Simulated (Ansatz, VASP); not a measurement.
## Ni: VASP beside Ansatz

```xyz
1
Lattice="0.0000 1.7376 1.7376 1.7376 0.0000 1.7376 1.7376 1.7376 0.0000" Properties=species:S:1:pos:R:3 pbc="T T T"
Ni    0.0000    0.0000    0.0000
```

Alike in both runs: task single point; functional PBE; k mesh 13 × 13 × 13; occupations gaussian, width 0.028 eV; collinear spin, ferromagnetic start.

```csv
,VASP,Ansatz
version,VASP 6.6.1,Ansatz 0.2.0
potentials or method,"VASP PAW PBE potentials, release 64 (Ni)",Ansatz PAW
plane-wave cutoff (eV),520,420
valence electrons in the cell,10,18
```

VASP gave:

- gap on the k mesh at the Fermi level (eV): none
- pressure (GPa): 7.7
- net moment per atom (μB): 0.62
- size of the moment on the site where the two differ most (μB): 0.63

Task: Estimate Ansatz's values.

Result: gap on the k mesh at the Fermi level (eV): none; pressure (GPa): 8.0; net moment per atom (μB): 0.64; size of the moment on the site where the two differ most (μB): 0.67.

Site moments also hang on the region over which each program counts them. A gap of «none» marks a metal or a gap that the smearing closes. The two sets of potentials don't hold the same shells in valence.
